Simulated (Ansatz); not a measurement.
The cell comes from COD entry 1010278, which wasn't checked; take it as a given geometry. It is an old determination, and later ones may differ. The listed cell was then made from it by scaling, straining or moving an atom.

La₂O₃: DFT, PBE, all-electron LAPW, scalar-relativistic (Ansatz 0.2.0). What sets it apart from a plain run of this crystal: equal xy, yz and zx engineering shear strains of +2 %.

Command: `ansatz run input.yaml --threads 2 --pin off --max-ram 6144MiB --backend cpu --events-out ev --progress --plain --runs-dir out` The run took 2.7 min on 2 threads of Intel(R) Xeon(R) Platinum 8488C (Sapphire Rapids) (shared host), peak memory 0.98 GiB.

```yaml
crystal:
  lattice:
    - [3.9300000706, 0.0393000007, 0.0393000007]
    - [-1.9309652363, 3.3838298976, 0.0143847986]
    - [0.0612, 0.0612, 6.12]
  atoms:
    - { symbol: La, position: [0.3333333333, 0.6666666667, 0.25] }
    - { symbol: La, position: [0.6666666667, 0.3333333333, 0.75] }
    - { symbol: O, position: [0.25, 0.25, 0.0] }
    - { symbol: O, position: [0.75, 0.0, 0.0] }
    - { symbol: O, position: [0.0, 0.75, 0.0] }
kpoints:
  mp_grid: { grid: [6, 6, 4] }
  band_path:
    path:
      - [0.0, 0.0, 0.0]
      - [0.0, -0.5, 0.0]
      - [0.0, 0.0, 0.5]
      - [0.0, 0.0, 0.0]
      - [-0.5, 0.0, 0.0]
      - [-0.5, 0.5, -0.5]
      - [0.0, 0.0, 0.0]
      - [-0.5, 0.0, -0.5]
      - [-0.5, 0.5, 0.0]
    npoints: 5
scf:
  occupations: { method: fermi_dirac, width: 0.02 }
hamiltonian:
  xc: pbe
  pseudopotentials: { kind: all_electron, lapw: { basis_error: 0.001 } }
output:
  forces: true
  stress: true
  eigenvalues: true
```

Output (standing set-up lines are left out):

```
LAPW: plane waves up to 11.141 Å⁻¹, error target 1.0e-3 eV per atom; small_component_spin mean_spin; O in spheres of 0.844 Å, 8 of its electrons in bands, Dirac shells []; La in spheres of 1.064 Å, 29 of its electrons in bands, Dirac shells []
Crystal: 5 atoms, lattice volume = 81.835 Å³
Basis set: ecut = 472.8894518519364 eV, 1877 PW (Γ), exchange–correlation at level 2
Symmetry: 1 space group operations
Space group: P1 (ITA 1), of the structure as read, at distance tolerance 4.3e-5 Å
k-points: 76 of 144 (time reversal used)
iter 1 solved again at ethr=5.74e-2 eV; its pass at ethr=1.00e-1 eV (dr2=4.71e1 eV) is discarded
SCF iter   1: F=—  HF=-468365.307451 eV  |F-HF|=—  |Δ(HF+E_count)|=         —  Δρ=1.41e-1  dr2=4.71e1  ethr=5.74e-2  ⟨swp⟩=2.0  Hψ=24678  notcnv=0
preconditioner: auto → Resta (q_TF=auto, 2.729 Å⁻¹)  ε∞=3.9  [insulator: Δε(μ)=1.429 eV  Ē_g=14.583 eV  σ=0.020 eV  W_gap=1.00  n_scr=24 (ndim 8)  ℏωp=24.6 eV  f_vac=0.000  D(μ)=0.00/eV (n_scr^D=0)  ε∞_Penn≈3.9]
SCF iter   2: F=—  HF=-468367.333007 eV  |F-HF|=—  |Δ(HF+E_count)|=    2.03e0  Δρ=1.73e-1  dr2=8.03e1  ethr=5.74e-2  ⟨swp⟩=3.0  Hψ=11927  notcnv=0
preconditioner: auto → Kerker (q_TF=auto, 2.729 Å⁻¹)  [metal: Δε(μ)=0.019 eV  Ē_g=11.198 eV  σ=0.020 eV  W_gap=0.23  n_scr=24 (ndim 8)  ℏωp=24.6 eV  f_vac=0.000  D(μ)=2.62/eV (n_scr^D=22)]
iter 3 solved again at ethr=3.89e-3 eV; its pass at ethr=5.74e-2 eV (dr2=3.19e0 eV) is discarded
SCF iter   3: F=—  HF=-468356.919301 eV  |F-HF|=—  |Δ(HF+E_count)|=    1.04e1  Δρ=4.45e-2  dr2=3.18e0  ethr=3.89e-3  ⟨swp⟩=2.0  Hψ=19432  notcnv=0
SCF iter   4: F=—  HF=-468356.480599 eV  |F-HF|=—  |Δ(HF+E_count)|=   4.39e-1  Δρ=3.19e-2  dr2=3.02e0  ethr=3.87e-3  ⟨swp⟩=3.0  Hψ=12763  notcnv=0
SCF iter   5: F=—  HF=-468356.243570 eV  |F-HF|=—  |Δ(HF+E_count)|=         —  Δρ=8.75e-3  dr2=9.75e-2  ethr=3.68e-3  ⟨swp⟩=2.2  Hψ=11264  notcnv=0
the basis was enlarged: its passes take 881.9 KiB over the memory plan, 2 of 2 planned eigensolver slots
SCF iter   6: F=—  HF=-468356.242119 eV  |F-HF|=—  |Δ(HF+E_count)|=   1.45e-3  Δρ=7.57e-3  dr2=1.52e-1  ethr=1.19e-4  ⟨swp⟩=3.5  Hψ=12926  notcnv=0
SCF iter   7: F=—  HF=-468356.233438 eV  |F-HF|=—  |Δ(HF+E_count)|=   8.68e-3  Δρ=4.46e-3  dr2=5.04e-2  ethr=1.19e-4  ⟨swp⟩=2.1  Hψ=12067  notcnv=0
SCF iter   8: F=—  HF=-468356.229725 eV  |F-HF|=—  |Δ(HF+E_count)|=   3.71e-3  Δρ=2.43e-3  dr2=9.70e-3  ethr=6.15e-5  ⟨swp⟩=2.8  Hψ=12210  notcnv=0
SCF iter   9: F=—  HF=-468356.228892 eV  |F-HF|=—  |Δ(HF+E_count)|=   8.33e-4  Δρ=1.35e-3  dr2=2.13e-3  ethr=1.18e-5  ⟨swp⟩=2.8  Hψ=12094  notcnv=0
SCF iter  10: F=—  HF=-468356.228415 eV  |F-HF|=—  |Δ(HF+E_count)|=   4.77e-4  Δρ=5.63e-4  dr2=7.31e-4  ethr=2.59e-6  ⟨swp⟩=3.0  Hψ=12465  notcnv=0
SCF iter  11: F=—  HF=-468356.228356 eV  |F-HF|=—  |Δ(HF+E_count)|=   5.87e-5  Δρ=2.93e-4  dr2=2.70e-4  ethr=8.91e-7  ⟨swp⟩=2.0  Hψ=11447  notcnv=0
SCF iter  12: F=—  HF=-468356.228343 eV  |F-HF|=—  |Δ(HF+E_count)|=   1.35e-5  Δρ=1.53e-4  dr2=3.33e-5  ethr=3.30e-7  ⟨swp⟩=2.0  Hψ=11444  notcnv=0
SCF iter  13: F=—  HF=-468356.228346 eV  |F-HF|=—  |Δ(HF+E_count)|=   3.03e-6  Δρ=5.19e-5  dr2=3.72e-6  ethr=4.06e-8  ⟨swp⟩=2.0  Hψ=11448  notcnv=0
SCF iter  14: F=—  HF=-468356.228346 eV  |F-HF|=—  |Δ(HF+E_count)|=   2.16e-7  Δρ=1.86e-5  dr2=5.74e-7  ethr=4.54e-9  ⟨swp⟩=2.6  Hψ=11503  notcnv=0
SCF iter  15: F=—  HF=-468356.228346 eV  |F-HF|=—  |Δ(HF+E_count)|=   8.02e-8  Δρ=1.64e-5  dr2=2.98e-7  ethr=6.99e-10  ⟨swp⟩=3.0  Hψ=12111  notcnv=0
iter 16 did not close the SCF: its close was put off for a basis of augmented plane waves that was refined there (scf_convergence_deferred on its scf_iter line)
SCF iter  16: F=-468356.228346 eV  HF=-468356.228346 eV  |F-HF|=2.47e-8  |Δ(HF+E_count)|=   8.15e-8  Δρ=4.46e-6  dr2=3.87e-8  ethr=3.64e-10  ⟨swp⟩=3.0  Hψ=12059  notcnv=0
SCF iter  17: F=—  HF=-468356.228431 eV  |F-HF|=—  |Δ(HF+E_count)|=         —  Δρ=5.20e-6  dr2=1.75e-8  ethr=4.72e-11  ⟨swp⟩=3.0  Hψ=11618  notcnv=0
the basis was enlarged: its passes take 930.8 KiB over the memory plan, 2 of 2 planned eigensolver slots
SCF iter  18: F=-468356.228431 eV  HF=-468356.228431 eV  |F-HF|=9.21e-8  |Δ(HF+E_count)|=   6.41e-7  Δρ=4.85e-6  dr2=2.31e-8  ethr=2.14e-11  ⟨swp⟩=3.0  Hψ=12581  notcnv=0
SCF 1 converged in 18 iterations: F = -468356.228431 eV  dr2 = 2.31e-8
NSCF: frozen V_eff on 41 k-points
SCF converged after 18 iterations
Free energy (F): -468356.228431 eV
Harris-Foulkes:  -468356.228431 eV  (|F-HF|=9.21e-8)
Internal energy: -468356.221680 eV  (E = F + TS)
E sigma→0 (E₀):  -468356.225056 eV
Entropy (-TS):   -0.006751 eV (-1.350 meV/atom)
Fermi energy:    15.515502 eV
--- Per-component energies (eV) ---
  E_band       = -7536.937997
  E_kinetic    = 499848.191252
  E_xc         = -11809.064516
  E_electrostatic = -956395.348416  (all electrons and nuclei)
  E_smearing   = -0.006751  (= −TS)
  E_closure    = 0.000000  (closes the sum)
  E_atoms      = -468329.423351  (free atoms, spherical and without spin; not in F)
  Σ components = -468356.228431   (vs F -468356.228431, Δ=0.00e0)
  Basis errors (estimates in eV, not in F): energy 5.8e-4 per atom: plane waves 5.3e-4 (3.1e-4 summed), levels above the bands 1.1e-67, relativity 1.0e-7, radial functions 5.0e-5, core shells 2.1e-7; eigenvalues (radial functions only) 3.0e-6; not estimated: angular momenta, meshes, grids; target (lapw.basis_error) 1.0e-3; muffin-tin radii O 0.844 Å, La 1.064 Å
--- Forces (eV/Å), atoms counted from 1 ---
  atom   1  La    -0.11623357    -0.04256232     1.40429921
  atom   2  La     0.04181055     0.26788786    -1.41872719
  atom   3  O      3.89817406     6.76991233     0.31058218
  atom   4  O     -7.61738768    -0.14670174    -0.19602763
  atom   5  O      3.79366162    -6.84852332    -0.10010652
  max |Σ_I F_I| component: 2.50e-5 eV/Å
--- Stress (GPa, compression-positive) ---
       53.393184       0.320338      -0.002774
        0.320338      52.730195      -0.542421
       -0.002774      -0.542421      18.550269
  P = ⅓ Tr σ = 41.5579 GPa (415.579 kbar)
--- Band table (eV; the first three rows and the last of 76) ---
  k-point 0: bands = ["-491.5335", "-491.4757", "-491.3860", "-242.7132", "-242.7105", "-176.3403", "-176.3373", "-176.3372", "-176.3354", "-176.2724", "-176.2696", "-80.3856", "-80.3848", "-80.3834", "-80.3822", "-80.3269", "-80.3246", "-80.3245", "-80.3220", "-80.3170", "-80.3145", "-16.9412", "-16.5453", "-8.0291", "-3.6220", "-3.3444", "-0.6176", "-0.5855", "-0.4957", "-0.1774", "0.9938", "1.1301", "7.9729", "8.4893", "8.5497", "8.6192", "11.1301", "11.2320", "13.3208", "14.1937", "16.2626", "16.3249", "16.5224", "17.1846", "17.3575", "17.8619", "17.8883", "17.9520", "18.0965", "18.3354"]
  k-point 1: bands = ["-491.5335", "-491.4757", "-491.3860", "-242.7132", "-242.7105", "-176.3403", "-176.3373", "-176.3372", "-176.3354", "-176.2724", "-176.2696", "-80.3856", "-80.3848", "-80.3834", "-80.3822", "-80.3269", "-80.3246", "-80.3245", "-80.3220", "-80.3170", "-80.3145", "-16.9066", "-16.5852", "-7.9979", "-3.6222", "-3.3413", "-0.8922", "-0.6294", "-0.5493", "0.1698", "0.9707", "1.1247", "8.1230", "8.4982", "8.5526", "8.6159", "11.1419", "11.2816", "13.0012", "14.6578", "15.5683", "16.2959", "16.5373", "17.2395", "17.5189", "17.7161", "17.8697", "17.8971", "18.1790", "18.5589"]
  k-point 2: bands = ["-491.5335", "-491.4757", "-491.3860", "-242.7132", "-242.7105", "-176.3403", "-176.3373", "-176.3372", "-176.3354", "-176.2724", "-176.2696", "-80.3856", "-80.3848", "-80.3834", "-80.3822", "-80.3269", "-80.3246", "-80.3245", "-80.3220", "-80.3170", "-80.3145", "-16.8604", "-16.6367", "-7.9663", "-3.6223", "-3.3385", "-1.1105", "-0.5929", "-0.5792", "0.3512", "0.9857", "1.0859", "8.3572", "8.4696", "8.5296", "8.5941", "11.2024", "11.2821", "12.8474", "14.7749", "15.2191", "16.3086", "16.5545", "17.4395", "17.5955", "17.6314", "17.7172", "17.8640", "18.1338", "18.6448"]
  k-point 75: bands = ["-491.5335", "-491.4757", "-491.3860", "-242.7132", "-242.7105", "-176.3403", "-176.3373", "-176.3372", "-176.3354", "-176.2724", "-176.2696", "-80.3855", "-80.3848", "-80.3834", "-80.3822", "-80.3269", "-80.3246", "-80.3245", "-80.3220", "-80.3170", "-80.3144", "-16.6338", "-16.5897", "-7.8665", "-4.7966", "-4.1429", "-1.0836", "-0.9019", "-0.7168", "-0.2291", "1.4975", "2.0215", "7.5561", "8.8861", "9.0320", "9.7612", "11.7215", "12.3143", "13.9916", "14.0814", "15.0277", "15.4305", "16.0793", "16.6001", "17.7645", "18.2887", "18.3542", "18.4681", "18.5349", "18.5610"]
```
